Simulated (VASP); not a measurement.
# TiPt3 (Pm-3m) in VASP: further runs

The runs below take TiPt3 through relaxation of cell and atoms, with r2SCAN, RPBE, PBE.

All numbers are computed with VASP 6.6.1; they aren't measurements. Logs are shortened: lines on timing, memory, paths and dates and some standing lists are left out, and cuts for length are marked.

**1. The crystal as given**

Symmetry: Pm-3m, No. 221, cubic system. The conventional cell has a = 3.925 Å, b = 3.925 Å, c = 3.925 Å, α = 90.00°, β = 90.00°, γ = 90.00°. Ti (site symmetry m-3m) has 12 Pt at 2.78 Å as nearest neighbours. Pt (site symmetry 4/mmm) is surrounded by 4 Ti at 2.78 Å and 8 Pt at 2.78 Å.

**2. Relaxation of cell and atoms, r2SCAN**

Contents of INCAR:

```
PREC     = Accurate       # precision mode
ENCUT    = 600            # plane-wave cutoff, eV
EDIFF    = 1E-7           # SCF threshold, eV
ISMEAR   = 1              # smearing method
SIGMA    = 0.1            # smearing width, eV
LREAL    = F              # projectors in reciprocal space
LASPH    = T              # aspherical terms in the spheres
NELM     = 80             # most SCF steps
ALGO     = Normal         # electronic algorithm
ISIF     = 3              # what is computed and relaxed
LWAVE    = F              # write WAVECAR
LCHARG   = F              # write CHGCAR
METAGGA  = R2SCAN         # meta-GGA
LMIXTAU  = T            
IBRION   = 2              # ionic algorithm
NSW      = 90             # ionic steps
EDIFFG   = -0.005         # ionic threshold
```

Contents of KPOINTS:

```
regular mesh
0
Gamma
  10 10 10
```

Contents of POSCAR:

```
TiPt3                                   
1.0
    3.9253432245      0.0000000000      0.0000000000
   -0.0000000000      3.9253432245      0.0000000000
   -0.0000000000     -0.0000000000      3.9253432245
  Ti              Pt            
     1     3
Direct
     0.0000000000000000    0.0000000000000000    0.0000000000000000
     0.0000000000000000    0.5000000000000000    0.5000000000000000
     0.5000000000000000    0.0000000000000000    0.5000000000000000
     0.5000000000000000    0.5000000000000000    0.0000000000000000
```

Potentials or basis: VASP PAW PBE potentials, release 64 (Ti_sv, Pt).

Launch:

```sh
$ cat potpaw_PBE.64/Ti_sv/POTCAR potpaw_PBE.64/Pt/POTCAR > POTCAR
$ mpirun -np 1 vasp_std > vasp.out
```

OUTCAR:

```text
PREC = Accurate
   ENCUT = 600
   EDIFF = 1E-7
   ISMEAR = 1
   LREAL = F
   LASPH = T
   NELM = 80
   ISIF = 3
   METAGGA = R2SCAN
   IBRION = 2
   NSW = 90
   EDIFFG = -0.005

 ion  position               nearest neighbor table
   1  0.000  0.000  0.000-   2 2.78   3 2.78   4 2.78   2 2.78   3 2.78   2 2.78   4 2.78   2 2.78
                             3 2.78   4 2.78   3 2.78   4 2.78
   2  0.000  0.500  0.500-   1 2.78   3 2.78   4 2.78   1 2.78   4 2.78   1 2.78   3 2.78   1 2.78
                             3 2.78   4 2.78   4 2.78   3 2.78
   3  0.500  0.000  0.500-   1 2.78   2 2.78   4 2.78   1 2.78   4 2.78   2 2.78   4 2.78   4 2.78
                             1 2.78   2 2.78   1 2.78   2 2.78
   4  0.500  0.500  0.000-   1 2.78   2 2.78   3 2.78   2 2.78   3 2.78   1 2.78   3 2.78   3 2.78
                             1 2.78   2 2.78   2 2.78   1 2.78

  LATTYP: Found a simple cubic cell.
 ALAT       =     3.9253432245

  Lattice vectors:

 A1 = (   3.9253432245,   0.0000000000,   0.0000000000)
 A2 = (   0.0000000000,   3.9253432245,   0.0000000000)
 A3 = (   0.0000000000,   0.0000000000,   3.9253432245)

Analysis of symmetry for initial positions (statically):
=====================================================================
 Subroutine PRICEL returns:
 Original cell was already a primitive cell.

 Routine SETGRP: Setting up the symmetry group for a
 simple cubic supercell.

 Subroutine GETGRP returns: Found 48 space group operations
 (whereof 48 operations were pure point group operations)
 out of a pool of 48 trial point group operations.

The static configuration has the point symmetry O_h .

Analysis of symmetry for dynamics (positions and initial velocities):
=====================================================================
 Subroutine PRICEL returns:
 Original cell was already a primitive cell.

 Routine SETGRP: Setting up the symmetry group for a
 simple cubic supercell.

 Subroutine GETGRP returns: Found 48 space group operations
 (whereof 48 operations were pure point group operations)
 out of a pool of 48 trial point group operations.

The dynamic configuration has the point symmetry O_h .

 Subroutine INISYM returns: Found 48 space group operations
 (whereof 48 operations are pure point group operations),
 and found     1 'primitive' translations

----------------------------------------------------------------------------------------

                                     Primitive cell

  volume of cell :      60.4829

  direct lattice vectors                    reciprocal lattice vectors
     3.925343225  0.000000000  0.000000000     0.254754793  0.000000000  0.000000000
     0.000000000  3.925343225  0.000000000     0.000000000  0.254754793  0.000000000
     0.000000000  0.000000000  3.925343225     0.000000000  0.000000000  0.254754793

  length of vectors
     3.925343225  3.925343225  3.925343225     0.254754793  0.254754793  0.254754793

  position of ions in fractional coordinates (direct lattice)
     0.000000000  0.000000000  0.000000000
     0.000000000  0.500000000  0.500000000
     0.500000000  0.000000000  0.500000000
     0.500000000  0.500000000  0.000000000

  ion indices of the primitive-cell ions
   primitive index   ion index
                 1           1
                 2           2
                 3           3
                 4           4

----------------------------------------------------------------------------------------

 KPOINTS: regular mesh

Automatic generation of k-mesh.
 Grid dimensions read from file:
 generate k-points for:   10   10   10

 Generating k-lattice:

  Cartesian coordinates                     Fractional coordinates (reciprocal lattice)
     0.025475479  0.000000000  0.000000000     0.100000000  0.000000000  0.000000000
     0.000000000  0.025475479  0.000000000     0.000000000  0.100000000  0.000000000
     0.000000000  0.000000000  0.025475479     0.000000000  0.000000000  0.100000000

  Length of vectors
     0.025475479  0.025475479  0.025475479

  Shift w.r.t. Gamma in fractional coordinates (k-lattice)
     0.000000000  0.000000000  0.000000000

 Subroutine IBZKPT returns following result:
 ===========================================

 Found     56 irreducible k-points:

 Following reciprocal coordinates:
            Coordinates               Weight
  0.000000  0.000000  0.000000      1.000000
  0.100000  0.000000  0.000000      6.000000
  0.200000  0.000000  0.000000      6.000000
  0.300000  0.000000  0.000000      6.000000
  0.400000  0.000000  0.000000      6.000000
  0.500000  0.000000  0.000000      3.000000
[... 16 lines left out ...]
  0.200000  0.100000  0.100000     24.000000
  0.300000  0.100000  0.100000     24.000000
 [... further k-points ...]
   k-points           NKPTS =     56   k-points in BZ     NKDIM =     56   number of bands    NBANDS=     25
   number of dos      NEDOS =    301   number of ions     NIONS =      4
   total plane-waves  NPLWV =  32768
   dimension x,y,z NGX =    32 NGY =   32 NGZ =   32
   dimension x,y,z NGXF=    64 NGYF=   64 NGZF=   64
   ions per type =               1   3
   NGX,Y,Z   is equivalent  to a cutoff of  13.55, 13.55, 13.55 a.u.
   NGXF,Y,Z  is equivalent  to a cutoff of  27.11, 27.11, 27.11 a.u.
 SYSTEM =  unknown system
   PREC   = accura    normal or accurate (medium, high low for compatibility)
   ISTART =      0    job   : 0-new  1-cont  2-samecut
   ICHARG =      2    charge: 1-file 2-atom 10-const
   ISPIN  =      1    spin polarized calculation?
   LNONCOLLINEAR =      F non collinear calculations
   LSORBIT =      F    spin-orbit coupling
   LASPH  =      T    aspherical Exc in radial PAW
   ENCUT  =  600.0 eV  44.10 Ry    6.64 a.u.   7.84  7.84  7.84*2*pi/ulx,y,z
   NELM   =     80;   NELMIN=  2; NELMDL= -5     # of ELM steps
   EDIFF  = 0.1E-06   stopping-criterion for ELM
   LREAL  =      F    real-space projection
   EDIFFG = -.5E-02   stopping-criterion for IOM
   NSW    =     90    number of steps for IOM
   IBRION =      2    ionic relax: 0-MD 1-quasi-New 2-CG
   NFREE  =      1    steps in history (QN), initial steepest desc. (CG)
   ISIF   =      3    stress and relaxation
   ISYM   =      2    0-nonsym 1-usesym 2-fastsym
   POTIM  = 0.5000    time-step for ionic-motion
   TEBEG  =    0.0;   TEEND  =   0.0 temperature during run
   PSTRESS=    0.0 pullay stress
   NELECT =      42.0000    total number of electrons
   NUPDOWN=      -1.0000    fix difference up-down
   EMIN   =  10.00;   EMAX   =-10.00  energy-range for DOS
   EFERMI =   0.00;   METHOD = LEGACY
   ISMEAR =     1;   SIGMA  =   0.10  broadening in eV -4-tet -1-fermi 0-gaus
   EFERMI_NEDOS =   21; number of points for ismear=-14 and -15
   IALGO  =     38    algorithm
   IMIX   =      4    mixing-type and parameters
     AMIX     =   0.40;   BMIX     =  1.00
     AMIX_MAG =   1.60;   BMIX_MAG =  1.00
  volume/ion in A,a.u.               =      15.12       102.04
  Fermi-wavevector in a.u.,A,eV,Ry     =   1.449707  2.739549 28.594697  2.101651
  Thomas-Fermi vector in A             =   2.567403
   LORBIT       =      0    0 simple, 1 ext, 2 COOP (PROOUT), +10 PAW based schemes
   METAGGA = R2SCAN    functional components
   LHFCALC =     F    Hartree Fock is set to
   AEXX    =    0.0000 exact exchange contribution
   IVDW    =     0    specifies the selected vdW correction
   LEPSILON=     F    determine dielectric tensor
   LRPA    =     F    only Hartree local field effects (RPA)
 conjugate gradient relaxation of ions
 non-spin polarized calculation
 Methfessel and Paxton  Order N= 1 SIGMA  =   0.10
  energy-cutoff  :      600.00
  volume of cell :       60.48
 maximum number of plane-waves:      2040
 NGX is ok and might be reduce to    32
   NGX = 15   NGY = 15   NGZ = 15

--------------------------------------- Ionic step        1  -------------------------------------------

 number of electron      41.9999990 magnetization

 Free energy of the ion-electron system (eV)
  ---------------------------------------------------
  ext. energy  EPLUGINS =         0.00000000
  ---------------------------------------------------
  free energy    TOTEN  =      -171.14440213 eV

  energy without entropy =     -171.14409800  energy(sigma->0) =     -171.14430075

------------------------ aborting loop because EDIFF is reached ----------------------------------------

  FORCE on cell =-STRESS in cart. coord.  units (eV):
  Direction    XX          YY          ZZ          XY          YZ          ZX
  --------------------------------------------------------------------------------------
  -------------------------------------------------------------------------------------
  Total       -0.0377363     -0.0377363     -0.0377363      0.0000000      0.0000000      0.0000000
  in kB       -0.9996236     -0.9996236     -0.9996236      0.0000000      0.0000000      0.0000000
  external PRESSURE =      -0.9996236 kB  Pullay stress =       0.0000000 kB
[... 61 lines left out ...]
  energy  without entropy=     -171.1440714530  energy(sigma->0) =     -171.14427234

--------------------------------------- Ionic step        3  -------------------------------------------

 number of electron      41.9999990 magnetization

 Free energy of the ion-electron system (eV)
  ---------------------------------------------------
  ext. energy  EPLUGINS =         0.00000000
  ---------------------------------------------------
  free energy    TOTEN  =      -171.14441259 eV

  energy without entropy =     -171.14410910  energy(sigma->0) =     -171.14431142

 E-fermi :  11.3930     XC(G=0): -14.2954

 val. band max:       11.3613415315   @ k =   0.5000   0.1000   0.0000
 cond. band min:      11.3939583137   @ k =   0.0000   0.0000   0.0000
 fundamental gap:      0.0326167823
 Fermi energy:        11.3930468918

 k-point     1 :       0.0000    0.0000    0.0000
  band No.  band energies     occupation
      1     -49.3402      2.00000
      2     -24.5063      2.00000
      3     -24.5063      2.00000
      4     -24.5063      2.00000
      5       0.9430      2.00000
      6       3.8893      2.00000
[... 661 lines left out ...]
     24      12.4266     -0.00000
     25      12.5680     -0.00000

 [... further k-points ...]

------------------------ aborting loop because EDIFF is reached ----------------------------------------

  FORCE on cell =-STRESS in cart. coord.  units (eV):
  Direction    XX          YY          ZZ          XY          YZ          ZX
  --------------------------------------------------------------------------------------
  -------------------------------------------------------------------------------------
  Total        0.0086088      0.0086088      0.0086088      0.0000000      0.0000000     -0.0000000
  in kB        0.2281534      0.2281534      0.2281534      0.0000000      0.0000000     -0.0000000
  external PRESSURE =       0.2281534 kB  Pullay stress =       0.0000000 kB
[... 19 lines left out ...]
  FREE ENERGIE OF THE ION-ELECTRON SYSTEM (eV)
  ---------------------------------------------------
  free  energy   TOTEN  =      -171.1444125864 eV

  energy  without entropy=     -171.1441091003  energy(sigma->0) =     -171.14431142

 reached required accuracy - stopping structural energy minimisation
```

Wall time 4.5 min (1 thread of Intel Xeon 6975P-C (Granite Rapids), shared host); peak memory 0.26 GiB.

Results:

- Free energy: -171.1444 eV
- Relaxed volume: 15.11 Å³/atom
- Relaxed cell: a = 3.925 Å, b = 3.925 Å, c = 3.925 Å, α = 90.00°, β = 90.00°, γ = 90.00°
- Space group after relaxing (to 0.05 Å): Pm-3m (No. 221)
- Energy gained by relaxing: 0.0 meV/atom
- Ionic steps: 3
- Pressure after relaxing: 0.0 GPa
- Band gap on the k mesh: none (metal or under the smearing width)

Final structure:
```yaml
crystal:
  lattice:
    - [3.92472, 0.00000, 0.00000]
    - [0.00000, 3.92472, 0.00000]
    - [0.00000, 0.00000, 3.92472]
  atoms:
    - { symbol: Ti, position: [0.00000, 0.00000, 0.00000] }
    - { symbol: Pt, position: [0.00000, 0.50000, 0.50000] }
    - { symbol: Pt, position: [0.50000, 0.00000, 0.50000] }
    - { symbol: Pt, position: [0.50000, 0.50000, 0.00000] }
```

Caveat: the PAW data sets were made with another functional, which shifts forces and pressure a little. The run has no spin-orbit coupling, so splittings on Pt are missing.

**3. Relaxation of cell and atoms, RPBE**

This run uses another cell than the first one, of 14.80 Å³/atom, 0.978 times its volume.

Contents of INCAR:

```
ALGO = Normal
EDIFF = 1E-6
EDIFFG = -0.01
ENCUT = 600
GGA = RP
IBRION = 2
ISIF = 3
ISMEAR = 1
LASPH = True
LCHARG = False
LREAL = False
LWAVE = False
NELM = 80
NSW = 90
PREC = Accurate
SIGMA = 0.1
```

Contents of KPOINTS:

```
k-points
0
Gamma
  10 10 10
```

Contents of POSCAR:

```
TiPt3
1.0
    3.8970000000      0.0000000000      0.0000000000
    0.0000000000      3.8970000000      0.0000000000
    0.0000000000      0.0000000000      3.8970000000
Ti Pt
1 3
Direct
    0.0000000000      0.0000000000      0.0000000000
    0.0000000000      0.5000000000      0.5000000000
    0.5000000000      0.0000000000      0.5000000000
    0.5000000000      0.5000000000      0.0000000000
```

Potentials or basis: VASP PAW PBE potentials, release 64 (Ti_sv, Pt).

Launch:

```sh
$ cat potpaw_PBE.64/Ti_sv/POTCAR potpaw_PBE.64/Pt/POTCAR > POTCAR
$ mpirun -np 1 vasp_std > vasp.out
```

Wall time 9.7 min (1 thread of AMD EPYC 7R43 (Zen 3), shared host); peak memory 0.21 GiB.

The run converged. Its results:

```
Free energy                            : -27.1879 eV
Relaxed volume                         : 15.64 Å³/atom
Relaxed cell                           : a = 3.970 Å, b = 3.970 Å, c = 3.970 Å, α = 90.00°, β = 90.00°, γ = 90.00°
Space group after relaxing (to 0.05 Å) : Pm-3m (No. 221)
Energy gained by relaxing              : 34.8 meV/atom
Ionic steps                            : 4
Pressure after relaxing                : -0.1 GPa
Band gap on the k mesh                 : none (metal or under the smearing width)
```

The path:
| step | energy change (eV) | largest force (eV/Å) | pressure (GPa) | volume (Å³) |
| --- | --- | --- | --- | --- |
| 1 | 0.0000 | 0.0000 | 14.03 | 59.18 |
| 2 | 0.4661 | 0.0000 | -20.15 | 70.99 |
| 3 | -0.1388 | 0.0000 | -0.56 | 62.70 |
| 4 | -0.1391 | 0.0000 | -0.09 | 62.56 |

Final structure:
```cif
data_structure
_symmetry_space_group_name_H-M 'P 1'
_symmetry_Int_Tables_number 1
_cell_length_a 3.9697
_cell_length_b 3.9697
_cell_length_c 3.9697
_cell_angle_alpha 90.000
_cell_angle_beta 90.000
_cell_angle_gamma 90.000
_cell_volume 62.56
loop_
_atom_site_label
_atom_site_type_symbol
_atom_site_fract_x
_atom_site_fract_y
_atom_site_fract_z
_atom_site_occupancy
Ti1 Ti 0.00000 0.00000 0.00000 1
Pt1 Pt 0.00000 0.50000 0.50000 1
Pt2 Pt 0.50000 0.00000 0.50000 1
Pt3 Pt 0.50000 0.50000 0.00000 1
```

Levels at points of the mesh, in eV from the Fermi level:
| k point | band 19 | band 20 | band 21 | band 22 | band 23 | band 24 |
| --- | --- | --- | --- | --- | --- | --- |
| (0.00, 0.00, 0.00) | -0.01 | -0.01 | 1.26 | 1.26 | 1.62 | 1.62 |
| (0.50, 0.00, 0.00) | -2.44 | -1.32 | -0.19 | -0.19 | -0.01 | 0.45 |
| (0.50, 0.50, 0.00) | -2.24 | -2.17 | -2.10 | 0.19 | 0.19 | 0.36 |
| (0.50, 0.50, 0.50) | -0.58 | -0.58 | -0.47 | -0.47 | -0.47 | 1.07 |

Caveat: the PAW data sets were made with another functional, which shifts forces and pressure a little. RPBE and its kin give volumes clearly too large for solids.

(Part 1 of 2 ends here.)
